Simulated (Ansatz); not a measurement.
I:

```
CELL_PARAMETERS angstrom
0.00000 2.36560 3.90984
2.19225 0.00000 3.90984
2.19225 2.36560 0.00000
ATOMIC_POSITIONS crystal
I 0.00000 0.00000 0.00000
```

A run of Ansatz 0.2.0 on this cell left the log below. Logs are shortened: lines on timing, memory, paths and dates and some standing lists are left out, and cuts for length are marked.

```text
Warning: RAYON_NUM_THREADS=1 ignored (pool sized by the plan → 1); use --threads N
LAPW: plane waves up to 6.498 Å⁻¹, error target 1.0e-3 eV per atom; small_component_spin mean_spin; I in spheres of 1.613 Å, 25 of its electrons in bands, Dirac shells [] (how accurate: hamiltonian.pseudopotentials.lapw.basis_error, Limitations)
Engine: ansatz 0.2.0, x86_64-unknown-linux-gnu
Pseudopotentials: kind: all_electron
Pseudopotential: I, LAPW, valence charge 25, lapw/all_electron/scalar/gaussian/I, Koelling and Harmon's equation, gaussian nucleus
Functional definition: PBE
  parameter kappa = 0.804
  parameter beta = 0.06672455060314922
  exchange = pbe_x(kappa = kappa, mu = beta*pi^2/3)
  correlation = pbe_c(beta = beta)
Crystal: 1 atoms, lattice volume = 40.553 Å³
Basis set: ecut = 160.89533770475873 eV, 193 PW (Γ), FFT grids on a1−a2, a2, a3, exchange–correlation at level 2
Bands: 17, of which v1, the nominal top of the filled ones, is band 13 counted from 1 (12 counted from 0)
Symmetry: 8 space group operations
Space group: Fmmm (ITA 69), of the structure as read, at distance tolerance 3.4e-5 Å
k-points: 125 of 729
Non-local potential: I, projectors of the file, none
Initial density: superposition of atomic densities (chi_scale 0.1, normalization cell)
Initial wavefunctions: plane waves of lowest kinetic energy (no species holds an atomic orbital)
Functional: x = pbe(κ = 0.804, μ = 0.2195149727645171), c = pbe(β = 0.06672455060314922)
iter 1 solved again at ethr=1.55e-4 eV; its pass at ethr=1.00e-1 eV (dr2=3.87e-2 eV) is discarded
SCF iter   1: F=—  HF=-193641.784371 eV  |F-HF|=—  |Δ(HF+E_count)|=         —  Δρ=7.82e-3  dr2=3.84e-2  ethr=1.55e-4  ⟨swp⟩=3.0  Hψ=14049  notcnv=0
preconditioner: auto → LDOS  [metal: Δε(μ)=0.015 eV  Ē_g=13.155 eV  σ=0.016 eV  W_gap=0.42  n_scr=10 (ndim 8)  ℏωp=15.4 eV  f_vac=0.214  D(μ)=0.95/eV (n_scr^D=2)  β→1.0]
SCF iter   2: F=—  HF=-193641.756567 eV  |F-HF|=—  |Δ(HF+E_count)|=   2.78e-2  Δρ=2.67e-3  dr2=4.01e-3  ethr=1.54e-4  ⟨swp⟩=3.1  Hψ=7262  notcnv=0
iter 3 solved again at ethr=7.49e-8 eV; its pass at ethr=1.60e-5 eV (dr2=1.87e-5 eV) is discarded
SCF iter   3: F=—  HF=-193641.754304 eV  |F-HF|=—  |Δ(HF+E_count)|=   2.26e-3  Δρ=2.86e-4  dr2=1.88e-5  ethr=7.49e-8  ⟨swp⟩=2.0  Hψ=10916  notcnv=0
SCF iter   4: F=—  HF=-193641.754824 eV  |F-HF|=—  |Δ(HF+E_count)|=         —  Δρ=3.53e-5  dr2=4.26e-7  ethr=7.49e-8  ⟨swp⟩=3.0  Hψ=6215  notcnv=0
the basis was enlarged: its passes take 2.8 MiB over the memory plan, 1 of 1 planned eigensolver slots
SCF iter   5: F=—  HF=-193641.754804 eV  |F-HF|=—  |Δ(HF+E_count)|=   2.03e-5  Δρ=1.28e-5  dr2=7.03e-8  ethr=1.71e-9  ⟨swp⟩=3.0  Hψ=6149  notcnv=0
SCF iter   6: F=—  HF=-193641.754802 eV  |F-HF|=—  |Δ(HF+E_count)|=   2.34e-6  Δρ=5.83e-6  dr2=1.27e-8  ethr=2.81e-10  ⟨swp⟩=3.0  Hψ=6254  notcnv=0
SCF iter   7: F=-193641.754801 eV  HF=-193641.754801 eV  |F-HF|=1.26e-8  |Δ(HF+E_count)|=   5.92e-7  Δρ=9.99e-7  dr2=5.03e-10  ethr=5.06e-11  ⟨swp⟩=3.0  Hψ=6141  notcnv=0
SCF 1 converged in 7 iterations: F = -193641.754801 eV  dr2 = 5.03e-10
the search or the solves at the SCF's close seem to have found levels that the self-consistency loop had missed (the run counts 1). By its estimate they hold under 1e-12 electrons; where the run keeps them, the occupations were computed again with them
SCF converged after 7 iterations
Free energy (F): -193641.754801 eV
Harris-Foulkes:  -193641.754801 eV  (|F-HF|=1.26e-8)
Internal energy: -193641.754684 eV  (E = F + TS)
E sigma→0 (E₀):  -193641.754743 eV
Entropy (-TS):   -0.000117 eV (-0.117 meV/atom)
Fermi energy:    7.537961 eV
--- Per-component energies (eV) ---
  E_band       = -1386.232782
  E_kinetic    = 204943.965008
  E_xc         = -4939.714377
  E_electrostatic = -393646.005315  (all electrons and nuclei)
  E_smearing   = -0.000117  (= −TS)
  E_closure    = 0.000000  (closes the sum)
  E_atoms      = -193640.378522  (free atoms, spherical and without spin; not in F)
  Σ components = -193641.754801   (vs F -193641.754801, Δ=0.00e0)
  Basis errors (estimates in eV, not in F): energy 4.5e-4 per atom: plane waves 4.1e-4 (2.2e-4 summed), levels above the bands 0.0e0, relativity 4.4e-8, radial functions 3.9e-5, core shells 1.9e-9; eigenvalues (radial functions only) 1.9e-5; not estimated: angular momenta, meshes, grids; target (lapw.basis_error) 1.0e-3; muffin-tin radii I 1.613 Å
--- Forces (eV/Å), atoms counted from 1 ---
  atom   1  I      0.00000000     0.00000000    -0.00000000
  max |Σ_I F_I| component: 3.94e-31 eV/Å
--- Stress (GPa, compression-positive) ---
        0.444254      -0.000000       0.000000
       -0.000000       0.150017      -0.000000
        0.000000      -0.000000       0.758591
  P = ⅓ Tr σ = 0.4510 GPa (4.510 kbar)
--- Band table (eV; the first three rows and the last of 125) ---
  k-point 0: bands = ["-167.8802", "-114.9597", "-114.9229", "-114.7276", "-37.7900", "-37.7695", "-37.6078", "-37.5781", "-37.5421", "-6.3397", "5.5968", "8.3172", "8.5923", "12.0883", "15.1364", "15.8083", "19.8732"]
  k-point 1: bands = ["-167.8802", "-114.9597", "-114.9229", "-114.7276", "-37.7877", "-37.7702", "-37.6082", "-37.5784", "-37.5413", "-6.2085", "5.5933", "7.3427", "8.5482", "12.4530", "15.5126", "16.8673", "17.5696"]
  k-point 2: bands = ["-167.8802", "-114.9598", "-114.9229", "-114.7276", "-37.7821", "-37.7717", "-37.6092", "-37.5791", "-37.5391", "-5.8423", "5.2654", "5.7173", "8.7563", "13.1899", "15.6768", "15.9293", "19.6190"]
  k-point 124: bands = ["-167.8802", "-114.9597", "-114.9229", "-114.7276", "-37.7877", "-37.7701", "-37.6081", "-37.5783", "-37.5411", "-5.9729", "3.6196", "7.1207", "8.3504", "14.8673", "16.1381", "17.8072", "21.9415"]
```

Problem. What input gives this log?

Solution. Single point with PBE, no spin polarisation. The files as run (others can give the same):

input.yaml
```yaml
crystal:
  lattice:
    - [0.0, 2.3656004428, 3.9098401324]
    - [2.1922454667, 0.0, 3.9098401324]
    - [2.1922454667, 2.3656004428, 0.0]
  atoms:
    - { symbol: I, position: [0.0, 0.0, 0.0] }
kpoints:
  mp_grid: { grid: [9, 9, 9] }
scf:
  occupations: { method: gaussian, width: 0.016 }
hamiltonian:
  xc: pbe
  pseudopotentials: { kind: all_electron, lapw: { basis_error: 0.001 } }
output:
  forces: true
  stress: true
  eigenvalues: true
```

Potentials or basis: all-electron LAPW, scalar-relativistic.
Run with:
```sh
$ ansatz run input.yaml --threads 1 --pin off --max-ram 3072MiB --backend cpu --events-out ev --progress --plain --runs-dir out
```

Caveat: an odd number of electrons without spin polarisation forces a metal; a magnetic or distorted state may lie lower.
